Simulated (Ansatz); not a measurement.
input.yaml

```yaml
crystal:
  lattice:
    - [0.0, 3.16325072, 3.16325072]
    - [3.16325072, 0.0, 3.16325072]
    - [3.16325072, 3.16325072, 0.0]
  atoms:
    - { symbol: Ga, position: [0.0, 0.0, 0.0] }
    - { symbol: Sb, position: [0.75, 0.75, 0.75] }
basis:
  ecutwfc: 420
kpoints:
  mp_grid: { grid: [12, 12, 12] }
hamiltonian:
  xc: pbe
scf:
  occupations: { method: gaussian, width: 0.1 }
output:
  forces: true
  stress: true
  eigenvalues: true
```

It can be run as
```bash
ansatz run input.yaml --threads 1 --pin off --backend cpu --events-out ev --progress --plain --runs-dir out  # memory cap (--max-ram) not shown
```

Method: DFT PBE, scalar-relativistic, plane waves, PAW in Ansatz.

Part of what the program printed, abridged (iterations and final results):

```
SCF iter   1: F=—  HF=-10267.818342 eV  |F-HF|=—  |Δ(HF+E_count)|=         —  Δρ=1.27e-3  dr2=1.99e-3  ethr=1.77e-3  ⟨swp⟩=6.0  Hψ=6473  notcnv=0
SCF iter   2: F=—  HF=-10267.816870 eV  |F-HF|=—  |Δ(HF+E_count)|=   1.47e-3  Δρ=5.64e-4  dr2=2.69e-4  ethr=7.12e-6  ⟨swp⟩=2.0  Hψ=2530  notcnv=0
SCF iter   3: F=—  HF=-10267.816885 eV  |F-HF|=—  |Δ(HF+E_count)|=   1.58e-5  Δρ=2.65e-4  dr2=4.07e-5  ethr=9.62e-7  ⟨swp⟩=2.0  Hψ=1945  notcnv=0
SCF iter   4: F=—  HF=-10267.816897 eV  |F-HF|=—  |Δ(HF+E_count)|=   1.14e-5  Δρ=7.89e-5  dr2=2.74e-6  ethr=1.45e-7  ⟨swp⟩=2.0  Hψ=1945  notcnv=0
SCF iter   5: F=—  HF=-10267.816903 eV  |F-HF|=—  |Δ(HF+E_count)|=   6.27e-6  Δρ=3.45e-5  dr2=4.72e-7  ethr=9.77e-9  ⟨swp⟩=2.0  Hψ=2307  notcnv=0
SCF iter   6: F=-10267.816903 eV  HF=-10267.816903 eV  |F-HF|=3.61e-8  |Δ(HF+E_count)|=   1.21e-7  Δρ=9.22e-6  dr2=2.59e-8  ethr=3.57e-10  ⟨swp⟩=6.7  Hψ=6537  notcnv=0
SCF 1 converged in 6 iterations: F = -10267.816903 eV  dr2 = 2.59e-8
SCF converged after 6 iterations
Free energy (F): -10267.816903 eV
Harris-Foulkes:  -10267.816903 eV  (|F-HF|=3.61e-8)
Internal energy: -10267.816739 eV  (E = F + TS)
E sigma→0 (E₀):  -10267.816821 eV
Entropy (-TS):   -0.000164 eV (-0.082 meV/atom)
Fermi energy:    6.519996 eV
--- Per-component energies (eV) ---
  E_band       = -290.348582
  E_kinetic    = 320.750097
  E_local      = -4046.749236  (includes V_loc(G=0)·N_el)
  E_nonlocal   = 786.769291
  E_hartree    = 1853.930655
  E_xc         = -206.231385
  E_vxc        = -152.449230  (∫ρ·V_xc dr)
  E_paw        = -6564.558583  (= ΣΔE_a)
  E_vpaw       = -906.537336  (= ΣTr[D̂ρ^β])
  E_aug_tail   = -0.000113  (compensation charges beyond the density's cutoff)
  E_ewald      = -2411.727466
  E_smearing   = -0.000164  (= −TS)
--- Forces (eV/Å), atoms counted from 1 ---
  atom   1  Ga     0.00000000     0.00000000     0.00000000
  atom   2  Sb     0.00000000     0.00000000     0.00000000
--- Stress (GPa, compression-positive) ---
       -2.121107       0.000000       0.000000
        0.000000      -2.121107       0.000000
        0.000000       0.000000      -2.121107
  P = ⅓ Tr σ = -2.1211 GPa (-21.211 kbar)
--- Band table (eV; the first three rows and the last of 72) ---
  k-point 0: bands = ["-22.1612", "-22.1612", "-22.1612", "-22.1489", "-22.1489", "-8.3699", "-8.3699", "-8.3699", "-8.3343", "-8.3343", "-4.3559", "5.8188", "6.4680", "6.4680", "6.4680", "9.2726", "9.2726", "9.2726"]
  k-point 1: bands = ["-22.1611", "-22.1610", "-22.1610", "-22.1488", "-22.1488", "-8.3712", "-8.3693", "-8.3693", "-8.3343", "-8.3343", "-4.2929", "4.9409", "6.3655", "6.3655", "7.0048", "9.4186", "9.4186", "9.4541"]
  k-point 2: bands = ["-22.1611", "-22.1607", "-22.1607", "-22.1488", "-22.1488", "-8.3746", "-8.3677", "-8.3677", "-8.3345", "-8.3345", "-4.1085", "3.7404", "6.1283", "6.1283", "7.1890", "9.7490", "9.7490", "10.1624"]
  k-point 71: bands = ["-22.1607", "-22.1596", "-22.1574", "-22.1491", "-22.1477", "-8.3968", "-8.3575", "-8.3536", "-8.3382", "-8.3343", "-2.2644", "0.2011", "3.5631", "3.7704", "9.7813", "10.6450", "10.7565", "11.2418"]
```

Self-consistency was reached.